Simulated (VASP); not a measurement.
# SnO2 (R-3m) in VASP: notebook

One crystal, SnO2, is run at these levels: PBEsol; tasks: single point.

Program: VASP 6.6.1. These are calculated values, not measurements. Logs are shortened: lines on timing, memory, paths and dates and some standing lists are left out, and cuts for length are marked.

## Step 1: The cell of the first run

It takes space group R-3m (No. 166, trigonal). Conventional cell: a = 3.234 Å, b = 3.234 Å, c = 13.538 Å, α = 90.00°, β = 90.00°, γ = 120.00°. Sn (site symmetry -3m) has 6 O at 2.10 Å as nearest neighbours. O (site symmetry 3m) has 3 Sn at 2.10 Å as nearest neighbours.

Measurements of this composition are mostly on another form, of space group No. 136.

## Step 2: Single point, PBEsol (strain -0.0600 x Voigt [0, 0, 1, 0, 0, 0], atoms carried along)

Input file INCAR:

```
PREC = Accurate
ENCUT = 520
EDIFF = 1E-6
ISMEAR = 0
SIGMA = 0.05
LREAL = F
LASPH = T
NELM = 100
ALGO = Fast
ISIF = 2
LWAVE = F
LCHARG = T
GGA = PS
LELF = T
LVHAR = T
NBANDS = 20
```

Input file KPOINTS:

```
regular mesh
0
Gamma
  12 12 12
```

Input file POSCAR:

```
SnO2
1.0
    1.6170930752      0.9336291223      4.5125570290
   -1.6170930752      0.9336291223      4.5125570290
    0.0000000000     -1.8672582446      4.5125570290
Sn O
1 2
Direct
    0.5000000000      0.5000000000      0.5000000000
    0.2371700000      0.2371700000      0.2371700000
    0.7628300000      0.7628300000      0.7628300000
```

Potentials or basis: VASP PAW PBE potentials, release 64 (Sn_d, O).

Run with:

```
> cat potpaw_PBE.64/Sn_d/POTCAR potpaw_PBE.64/O/POTCAR > POTCAR
> mpirun -np 1 vasp_std > vasp.out
```

OUTCAR:

```text
PREC = Accurate
   ENCUT = 520
   EDIFF = 1E-6
   ISMEAR = 0
   LREAL = F
   LASPH = T
   NELM = 100
   ISIF = 2
   GGA = PS

 ion  position               nearest neighbor table
   1  0.500  0.500  0.500-   2 2.10   2 2.10   3 2.10   3 2.10   2 2.10   3 2.10
   2  0.237  0.237  0.237-   1 2.10   1 2.10   1 2.10
   3  0.763  0.763  0.763-   1 2.10   1 2.10   1 2.10

  LATTYP: Found a trigonal (rhomboedric) cell.
 ALAT       =     4.8836281894
 COS(alpha) =     0.7807120101

  Lattice vectors:

 A1 = (   1.6170930752,   0.9336291223,   4.5125570290)
 A2 = (  -1.6170930752,   0.9336291223,   4.5125570290)
 A3 = (   0.0000000000,  -1.8672582446,   4.5125570290)

Analysis of symmetry for initial positions (statically):
=====================================================================
 Subroutine PRICEL returns:
 Original cell was already a primitive cell.

 Routine SETGRP: Setting up the symmetry group for a
 trigonal (rhombohedral) supercell.

 Subroutine GETGRP returns: Found 12 space group operations
 (whereof 12 operations were pure point group operations)
 out of a pool of 12 trial point group operations.

The static configuration has the point symmetry D_3d.

Analysis of symmetry for dynamics (positions and initial velocities):
=====================================================================
 Subroutine PRICEL returns:
 Original cell was already a primitive cell.

 Routine SETGRP: Setting up the symmetry group for a
 trigonal (rhombohedral) supercell.

 Subroutine GETGRP returns: Found 12 space group operations
 (whereof 12 operations were pure point group operations)
 out of a pool of 12 trial point group operations.

The dynamic configuration has the point symmetry D_3d.

 Subroutine INISYM returns: Found 12 space group operations
 (whereof 12 operations are pure point group operations),
 and found     1 'primitive' translations

----------------------------------------------------------------------------------------

                                     Primitive cell

  volume of cell :      40.8774

  direct lattice vectors                    reciprocal lattice vectors
     1.617093075  0.933629122  4.512557029     0.309196797  0.178514854  0.073867949
    -1.617093075  0.933629122  4.512557029    -0.309196797  0.178514854  0.073867949
     0.000000000 -1.867258245  4.512557029     0.000000000 -0.357029708  0.073867949

  length of vectors
     4.883628189  4.883628189  4.883628189     0.364591123  0.364591123  0.364591123

  position of ions in fractional coordinates (direct lattice)
     0.500000000  0.500000000  0.500000000
     0.237170000  0.237170000  0.237170000
     0.762830000  0.762830000  0.762830000

  ion indices of the primitive-cell ions
   primitive index   ion index
                 1           1
                 2           2
                 3           3

----------------------------------------------------------------------------------------

 KPOINTS: regular mesh

Automatic generation of k-mesh.
 Grid dimensions read from file:
 generate k-points for:   12   12   12

 Generating k-lattice:

  Cartesian coordinates                     Fractional coordinates (reciprocal lattice)
     0.025766400  0.014876238  0.006155662     0.083333333 -0.000000000 -0.000000000
    -0.025766400  0.014876238  0.006155662    -0.000000000  0.083333333 -0.000000000
     0.000000000 -0.029752476  0.006155662    -0.000000000 -0.000000000  0.083333333

  Length of vectors
     0.030382594  0.030382594  0.030382594

  Shift w.r.t. Gamma in fractional coordinates (k-lattice)
     0.000000000  0.000000000  0.000000000

 Subroutine IBZKPT returns following result:
 ===========================================

 Found    189 irreducible k-points:

 Following reciprocal coordinates:
            Coordinates               Weight
  0.000000  0.000000  0.000000      1.000000
  0.083333  0.000000  0.000000      6.000000
  0.166667 -0.000000  0.000000      6.000000
  0.250000 -0.000000 -0.000000      6.000000
  0.333333 -0.000000 -0.000000      6.000000
  0.416667  0.000000 -0.000000      6.000000
[... 16 lines left out ...]
  0.500000  0.166667 -0.000000     12.000000
 -0.416667  0.166667  0.000000     12.000000
 [... further k-points ...]
   k-points           NKPTS =    189   k-points in BZ     NKDIM =    189   number of bands    NBANDS=     20
   number of dos      NEDOS =    301   number of ions     NIONS =      3
   total plane-waves  NPLWV =  46656
   dimension x,y,z NGX =    36 NGY =   36 NGZ =   36
   dimension x,y,z NGXF=    72 NGYF=   72 NGZF=   72
   ions per type =               1   2
   NGX,Y,Z   is equivalent  to a cutoff of  12.25, 12.25, 12.25 a.u.
   NGXF,Y,Z  is equivalent  to a cutoff of  24.51, 24.51, 24.51 a.u.
 SYSTEM =  unknown system
   PREC   = accura    normal or accurate (medium, high low for compatibility)
   ISTART =      0    job   : 0-new  1-cont  2-samecut
   ICHARG =      2    charge: 1-file 2-atom 10-const
   ISPIN  =      1    spin polarized calculation?
   LNONCOLLINEAR =      F non collinear calculations
   LSORBIT =      F    spin-orbit coupling
   LASPH  =      T    aspherical Exc in radial PAW
   ENCUT  =  520.0 eV  38.22 Ry    6.18 a.u.   9.08  9.08  9.08*2*pi/ulx,y,z
   NELM   =    100;   NELMIN=  2; NELMDL= -5     # of ELM steps
   EDIFF  = 0.1E-05   stopping-criterion for ELM
   LREAL  =      F    real-space projection
   EDIFFG = 0.1E-04   stopping-criterion for IOM
   NSW    =      0    number of steps for IOM
   IBRION =     -1    ionic relax: 0-MD 1-quasi-New 2-CG
   NFREE  =      0    steps in history (QN), initial steepest desc. (CG)
   ISIF   =      2    stress and relaxation
   ISYM   =      2    0-nonsym 1-usesym 2-fastsym
   POTIM  = 0.5000    time-step for ionic-motion
   TEBEG  =    0.0;   TEEND  =   0.0 temperature during run
   PSTRESS=    0.0 pullay stress
   NELECT =      26.0000    total number of electrons
   NUPDOWN=      -1.0000    fix difference up-down
   EMIN   =  10.00;   EMAX   =-10.00  energy-range for DOS
   EFERMI =   0.00;   METHOD = LEGACY
   ISMEAR =     0;   SIGMA  =   0.05  broadening in eV -4-tet -1-fermi 0-gaus
   EFERMI_NEDOS =   21; number of points for ismear=-14 and -15
   IALGO  =     68    algorithm
   IMIX   =      4    mixing-type and parameters
     AMIX     =   0.40;   BMIX     =  1.00
     AMIX_MAG =   1.60;   BMIX_MAG =  1.00
  volume/ion in A,a.u.               =      13.63        91.95
  Fermi-wavevector in a.u.,A,eV,Ry     =   1.407899  2.660543 26.969190  1.982180
  Thomas-Fermi vector in A             =   2.530111
   LORBIT       =      0    0 simple, 1 ext, 2 COOP (PROOUT), +10 PAW based schemes
   GGA     = PS    functional components
   LHFCALC =     F    Hartree Fock is set to
   AEXX    =    0.0000 exact exchange contribution
   IVDW    =     0    specifies the selected vdW correction
   LEPSILON=     F    determine dielectric tensor
   LRPA    =     F    only Hartree local field effects (RPA)
 non-spin polarized calculation
 RMM-DIIS sequential band-by-band and
 Gauss-broadening in eV      SIGMA  =   0.05
  energy-cutoff  :      520.00
  volume of cell :       40.88
 maximum number of plane-waves:      1120
   NGX = 19   NGY = 19   NGZ = 19

 number of electron      26.0000004 magnetization

 Free energy of the ion-electron system (eV)
  ---------------------------------------------------
  ext. energy  EPLUGINS =         0.00000000
  ---------------------------------------------------
  free energy    TOTEN  =       -19.30617594 eV

  energy without entropy =      -19.30617594  energy(sigma->0) =      -19.30617594

 E-fermi :   4.1803     XC(G=0): -10.6018

 val. band max:        3.9634146790   @ k =  -0.1667   0.1667   0.0000
 cond. band min:       5.7877808919   @ k =   0.0000   0.0000   0.0000
 fundamental gap:      1.8243662129
 Fermi energy:         4.1803285879

 k-point     1 :       0.0000    0.0000    0.0000
  band No.  band energies     occupation
      1     -16.0812      2.00000
      2     -15.7440      2.00000
      3     -15.7440      2.00000
      4     -15.5357      2.00000
      5     -15.5357      2.00000
      6     -14.1252      2.00000
[... 12 lines left out ...]
     19      20.9901      0.00000
     20      20.9916      0.00000

 k-point     2 :       0.0833    0.0000    0.0000
  band No.  band energies     occupation
      1     -16.0454      2.00000
      2     -15.8075      2.00000
      3     -15.7293      2.00000
      4     -15.5486      2.00000
      5     -15.5352      2.00000
      6     -14.0826      2.00000
[... 12 lines left out ...]
     19      19.5548      0.00000
     20      21.0061      0.00000

 k-point     3 :       0.1667   -0.0000    0.0000
  band No.  band energies     occupation
      1     -16.0399      2.00000
      2     -15.8882      2.00000
      3     -15.6939      2.00000
      4     -15.5720      2.00000
      5     -15.5287      2.00000
      6     -13.9442      2.00000
[... 12 lines left out ...]
     19      18.3011      0.00000
     20      21.0918      0.00000

 k-point     4 :       0.2500   -0.0000   -0.0000
  band No.  band energies     occupation
      1     -16.2421      2.00000
      2     -15.7837      2.00000
      3     -15.6622      2.00000
      4     -15.5901      2.00000
      5     -15.5021      2.00000
      6     -13.7000      2.00000
[... 429 lines left out ...]
 k-point    23 :       0.5000    0.1667   -0.0000
  band No.  band energies     occupation
      1     -16.4703      2.00000
      2     -15.8667      2.00000
      3     -15.6458      2.00000
      4     -15.5505      2.00000
      5     -15.4541      2.00000
      6     -12.6707      2.00000
[... 12 lines left out ...]
     19      17.9593      0.00000
     20      18.1262      0.00000

 k-point    24 :      -0.4167    0.1667    0.0000
  band No.  band energies     occupation
      1     -16.5041      2.00000
      2     -15.8630      2.00000
      3     -15.6519      2.00000
      4     -15.5186      2.00000
      5     -15.4709      2.00000
      6     -12.5049      2.00000
[... 12 lines left out ...]
     19      17.4995      0.00000
     20      18.2928      0.00000

 [... further k-points ...]

------------------------ aborting loop because EDIFF is reached ----------------------------------------

  FORCE on cell =-STRESS in cart. coord.  units (eV):
  Direction    XX          YY          ZZ          XY          YZ          ZX
  --------------------------------------------------------------------------------------
  -------------------------------------------------------------------------------------
  Total       -0.0203814     -0.0203814      0.5359326      0.0000000     -0.0000000      0.0000000
  in kB       -0.7988424     -0.7988424     21.0057113      0.0000000     -0.0000000      0.0000000
  external PRESSURE =       6.4693422 kB  Pullay stress =       0.0000000 kB

 VOLUME and BASIS-vectors are now :
 -----------------------------------------------------------------------------
  energy-cutoff  :      520.00
  volume of cell :       40.88
      direct lattice vectors                 reciprocal lattice vectors
     1.617093075  0.933629122  4.512557029     0.309196797  0.178514854  0.073867949
    -1.617093075  0.933629122  4.512557029    -0.309196797  0.178514854  0.073867949
     0.000000000 -1.867258245  4.512557029     0.000000000 -0.357029708  0.073867949

 POSITION                                       TOTAL-FORCE (eV/Angst)
 -----------------------------------------------------------------------------------
      0.00000      0.00000      6.76884        -0.000000      0.000000      0.000000
      0.00000      0.00000      3.21073         0.000000      0.000000      0.435908
      0.00000      0.00000     10.32694         0.000000     -0.000000     -0.435908
 -----------------------------------------------------------------------------------
    total drift:                                0.000000     -0.000000      0.000000

  FREE ENERGIE OF THE ION-ELECTRON SYSTEM (eV)
  ---------------------------------------------------
  free  energy   TOTEN  =       -19.3061759355 eV

  energy  without entropy=      -19.3061759355  energy(sigma->0) =      -19.30617594
```

Run time: 2.5 min. Hardware: 1 thread of Intel Xeon 6975P-C (Granite Rapids), shared host; peak memory 0.3 GiB.

Results:

* Free energy: -19.3062 eV
* Pressure: 0.6 GPa
* Largest force: 0.436 eV/Å
* Band gap on the k mesh: 1.82 eV, indirect (least direct gap 1.95 eV)

Forces on the atoms (eV/Å):
```
Sn   0.000  0.000  0.000
O    0.000  0.000  0.436
O    0.000  0.000 -0.436
```

Caveat: the PAW data sets were made with another functional, which shifts forces and pressure a little; spin-orbit coupling is left out, which moves the levels of the heavy elements. A k mesh can miss the band edges.

(Continued in part 2 of 2.)
